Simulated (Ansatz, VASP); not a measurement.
Given: the input of a run of VASP 6.6.1 on KBr.

INCAR

```
SYSTEM = KBr
PREC     = Accurate       ! precision mode
ENCUT    = 520            ! plane-wave cutoff, eV
EDIFF    = 1E-7           ! SCF threshold, eV
ISMEAR   = -1             ! smearing method
SIGMA    = 0.05           ! smearing width, eV
LREAL    = .FALSE.        ! projectors in reciprocal space
LASPH    = .TRUE.         ! aspherical terms in the spheres
NELM     = 60             ! most SCF steps
ALGO     = Normal         ! electronic algorithm
ISIF     = 2              ! what is computed and relaxed
LWAVE    = .FALSE.        ! write WAVECAR
LCHARG   = .FALSE.        ! write CHGCAR
GGA      = PE             ! functional
NBANDS   = 15             ! bands
```

The input KPOINTS:

```
regular mesh
0
G
  7 7 7
  0 0 0
```

POSCAR

```
KBr
1.0
    4.0967090362      0.0000000000      0.0000000000
    0.0000000000      4.0967090362      0.0000000000
    0.0000000000      0.0000000000      4.0967090362
Br K
1 1
Direct
    0.5000000000      0.5000000000      0.5000000000
    0.0000000000      0.0000000000      0.0000000000
```

Potentials or basis: VASP PAW PBE potentials, release 64 (Br, K_sv).

The run is started by

```console
$ cat potpaw_PBE.64/Br/POTCAR potpaw_PBE.64/K_sv/POTCAR > POTCAR
$ mpirun -np 1 vasp_std > vasp.out
```

**Question.** Set up the same calculation for Ansatz 0.2.0. Potentials there: all-electron LAPW, scalar-relativistic.

**Answer.** As run (the cutoff follows the program's own potentials):

File input.yaml:

```yaml
crystal:
  lattice:
    - [4.0967090362, 0.0, 0.0]
    - [0.0, 4.0967090362, 0.0]
    - [0.0, 0.0, 4.0967090362]
  atoms:
    - { symbol: Br, position: [0.5, 0.5, 0.5] }
    - { symbol: K, position: [0.0, 0.0, 0.0] }
kpoints:
  mp_grid: { grid: [7, 7, 7] }
scf:
  occupations: { method: fermi_dirac, width: 0.05 }
hamiltonian:
  xc: pbe
  pseudopotentials: { kind: all_electron, lapw: { basis_error: 0.0005 } }
output:
  forces: true
  stress: true
  eigenvalues: true
```

Potentials or basis: all-electron LAPW, scalar-relativistic.

Run with:

```sh
$ ansatz run input.yaml --threads 1 --pin off --max-ram 2560MiB --backend cpu --events-out ev --progress --plain --runs-dir out
```

Both were run:

|  | VASP | Ansatz | Ansatz less VASP |
| --- | --- | --- | --- |
| gap on the k mesh at the Fermi level (eV) | 3.77 | 3.77 | +0.001 |
| least direct gap on the mesh (eV) | 4.00 | 4.00 | 0.000 |
| pressure (GPa) | -0.6 | -0.6 | -0.02 |

Ansatz ran all-electron here, so the differences hold the error of VASP's frozen core and of both bases.

Caveats: an odd mesh through Γ misses points on the zone boundary, where band edges often lie.
